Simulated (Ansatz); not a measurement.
The following input was run with Ansatz 0.2.0.

```yaml
crystal:
  lattice:
    - [0.0, 2.808359745, 2.808359745]
    - [2.808359745, 0.0, 2.808359745]
    - [2.808359745, 2.808359745, 0.0]
  atoms:
    - { symbol: Na, position: [0.0, 0.0, 0.0] }
    - { symbol: Cl, position: [0.5, 0.5, 0.5] }
basis:
  ecutwfc: 420
kpoints:
  mp_grid: { grid: [8, 8, 8] }
hamiltonian:
  xc: pbesol
scf:
  occupations: { method: gaussian, width: 0.02 }
output:
  forces: true
  stress: true
  eigenvalues: true
```

It can be run as
```bash
ansatz run input.yaml --threads 1 --pin off --backend cpu --events-out ev --progress --plain --runs-dir out  # memory cap (--max-ram) not shown
```

Method: DFT PBEsol, scalar-relativistic, plane waves, PAW in Ansatz 0.2.0.

From the run's log, abridged:

```
Pseudopotentials: kind: paw
Pseudopotential: Na, paw, valence charge 9, recommended cutoff 420 eV (normal)
Pseudopotential: Cl, paw, valence charge 7, recommended cutoff 420 eV (normal)
Functional definition: PBEsol
Crystal: 2 atoms, lattice volume = 44.298 Å³
Basis set: ecut = 420 eV, 893 PW (Γ), exchange–correlation on 54×54×54 points (8 copies of the dense FFT grid, shifted against one another)
Bands: 12, of which v1, the nominal top of the filled ones, is band 8 counted from 1 (7 counted from 0)
Symmetry: 48 space group operations
Space group: Fm-3m (ITA 225), of the structure as read, at distance tolerance 3.5e-5 Å
k-points: 29 of 512
Initial density: superposition of atomic densities (neutral atoms: chi_scale 0, normalization atom), corrected by the library's trained network
Initial wavefunctions: pseudopotential atomic-orbital guess
Functional: x = pbesol(κ = 0.804, μ = 0.12345679), c = pbesol(β = 0.046)
SCF iter   1: F=—  HF=-2540.289306 eV  |F-HF|=—  |Δ(HF+E_count)|=         —  Δρ=2.87e-3  dr2=3.89e-3  ethr=1.77e-3  ⟨swp⟩=6.0  Hψ=2043  notcnv=0
SCF iter   2: F=—  HF=-2540.286609 eV  |F-HF|=—  |Δ(HF+E_count)|=   2.70e-3  Δρ=1.21e-3  dr2=8.52e-4  ethr=2.43e-5  ⟨swp⟩=2.8  Hψ=899  notcnv=0
SCF iter   3: F=—  HF=-2540.286553 eV  |F-HF|=—  |Δ(HF+E_count)|=   5.61e-5  Δρ=7.96e-4  dr2=3.86e-4  ethr=5.33e-6  ⟨swp⟩=2.0  Hψ=580  notcnv=0
SCF iter   4: F=—  HF=-2540.286417 eV  |F-HF|=—  |Δ(HF+E_count)|=   1.36e-4  Δρ=1.84e-4  dr2=1.57e-5  ethr=2.41e-6  ⟨swp⟩=2.0  Hψ=431  notcnv=0
SCF iter   5: F=—  HF=-2540.286446 eV  |F-HF|=—  |Δ(HF+E_count)|=   2.89e-5  Δρ=3.95e-5  dr2=1.26e-6  ethr=9.84e-8  ⟨swp⟩=2.0  Hψ=464  notcnv=0
SCF iter   6: F=-2540.286445 eV  HF=-2540.286445 eV  |F-HF|=2.84e-8  |Δ(HF+E_count)|=   2.45e-7  Δρ=8.94e-6  dr2=6.32e-8  ethr=6.25e-10  ⟨swp⟩=3.0  Hψ=1187  notcnv=0
SCF 1 converged in 6 iterations: F = -2540.286445 eV  dr2 = 6.32e-8
SCF converged after 6 iterations
Free energy (F): -2540.286445 eV
Harris-Foulkes:  -2540.286445 eV  (|F-HF|=2.84e-8)
Internal energy: -2540.286445 eV  (E = F + TS)
E sigma→0 (E₀):  -2540.286445 eV
Fermi energy:    3.633279 eV
--- Per-component energies (eV) ---
  E_band       = -232.448007
  E_kinetic    = 282.543685
  E_local      = -1523.259267  (includes V_loc(G=0)·N_el)
  E_nonlocal   = 144.807826
  E_hartree    = 535.808259
  E_xc         = -144.963698
  E_vxc        = -171.806943  (∫ρ·V_xc dr)
  E_paw        = -895.322581  (= ΣΔE_a)
  E_vpaw       = -36.352263  (= ΣTr[D̂ρ^β])
  E_aug_tail   = 0.000078  (compensation charges beyond the density's cutoff)
  E_ewald      = -940.033874
  E_core_change = 0.133126  (= ΣΔE_core)
  E_smearing   =  0.000000  (= −TS)
--- Forces (eV/Å), atoms counted from 1 ---
  atom   1  Na     0.00000000     0.00000000     0.00000000
  atom   2  Cl     0.00000000     0.00000000     0.00000000
--- Stress (GPa, compression-positive) ---
       -0.198783       0.000000       0.000000
        0.000000      -0.198783       0.000000
        0.000000       0.000000      -0.198783
  P = ⅓ Tr σ = -0.1988 GPa (-1.988 kbar)
--- Band table (eV; the first three rows and the last of 29) ---
  k-point 0: bands = ["-47.4138", "-19.4920", "-19.4920", "-19.4920", "-11.5268", "1.1427", "1.1427", "1.1427", "6.1238", "12.0505", "12.0505", "12.0505"]
  k-point 1: bands = ["-47.4136", "-19.4968", "-19.4923", "-19.4923", "-11.4774", "0.7549", "1.1000", "1.1000", "6.6325", "11.5116", "12.2446", "12.2446"]
  k-point 2: bands = ["-47.4133", "-19.5083", "-19.4931", "-19.4931", "-11.3545", "-0.0039", "1.0003", "1.0003", "7.6066", "10.9820", "12.3472", "12.3472"]
  k-point 28: bands = ["-47.4126", "-19.5074", "-19.5074", "-19.5032", "-11.1040", "-0.0998", "-0.0998", "0.3576", "9.9075", "10.6668", "10.6668", "12.3777"]
```

The calculation finished and met its thresholds.